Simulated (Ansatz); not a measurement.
Runs of Ansatz 0.2.0 on Pd. Symmetry: Fm-3m, No. 225, cubic system. The conventional cell has a = 3.893 Å, b = 3.893 Å, c = 3.893 Å, α = 90.00°, β = 90.00°, γ = 90.00°. Pd (site symmetry m-3m) is surrounded by 12 Pd at 2.75 Å. 

| task | level | cell | k mesh | cutoff (eV) | smearing | basis error allowed | gap on the mesh (eV) | pressure (GPa) | relaxed volume (Å³/atom) |
| --- | --- | --- | --- | --- | --- | --- | --- | --- | --- |
| relaxation of cell and atoms | BLYP+D4 | relaxed | 12 × 12 × 12 | - | fermi-dirac 0.05 eV | 0.001 eV/atom | - | 0.0 | 15.38 |
| single point | PBE | as given | 8 × 8 × 8 | 247 | fermi-dirac 0.03 eV | 0.002 eV/atom | none | 7.9 | - |
| relaxation of cell and atoms | RPBE+D4 | relaxed | 12 × 12 × 12 | - | fermi-dirac 0.05 eV | 0.001 eV/atom | - | 0.0 | 14.90 |
| single point | PBE | as given | 12 × 12 × 12 | 266 | gaussian 0.018 eV | 0.001 eV/atom | none | 6.8 | - |
| relaxation of cell and atoms | PBE | relaxed | 12 × 12 × 12 | - | fermi-dirac 0.05 eV | 0.001 eV/atom | - | 0.0 | (a) |
| single point | PBE | as given | 12 × 12 × 12 | 266 | gaussian 0.016 eV | 0.001 eV/atom | none | 6.8 | - |
| relaxation of cell and atoms | PBE+D4 | relaxed | 12 × 12 × 12 | - | fermi-dirac 0.05 eV | 0.001 eV/atom | - | 0.0 | 14.89 |
| single point | PBE | as given | 12 × 12 × 12 | 266 | gaussian 0.014 eV | 0.001 eV/atom | none | 6.8 | - |
| single point | RPBE | as given | 12 × 12 × 12 | 267 | gaussian 0.1 eV | 0.001 eV/atom | none | (c) | - |
| elastic constants | PBEsol | as given | 9 × 9 × 9 | 285 | fermi-dirac 0.05 eV | 0.001 eV/atom | none | (b) | - |
| relaxation of cell and atoms | PBE+D3(BJ) | relaxed | 12 × 12 × 12 | - | fermi-dirac 0.05 eV | 0.001 eV/atom | - | 0.0 | 14.69 |
| band structure | PBE | as given | 12 × 12 × 12 | 266 | fermi-dirac 0.05 eV | 0.001 eV/atom | - | 6.8 | - |

Alike in all rows: potentials or basis all-electron LAPW, scalar-relativistic; no spin polarisation.

Problem. Fill in the values left out.

Solution. (a) 15.30; (b) -3.0; (c) 11.5.

Caveats: the k mesh is thin for a metal, which can move the energy by tens of meV per atom (some runs); a metal's response needs a denser mesh (some runs); the cell is more than 3 GPa from zero pressure, which shifts response properties (some runs); elastic constants of metals need much finer meshes, so these are rough (some runs).

A k mesh can miss the band edges, and the runs leave out spin-orbit coupling on Pd.

A gap of «none» marks a metal or a gap under the smearing width.
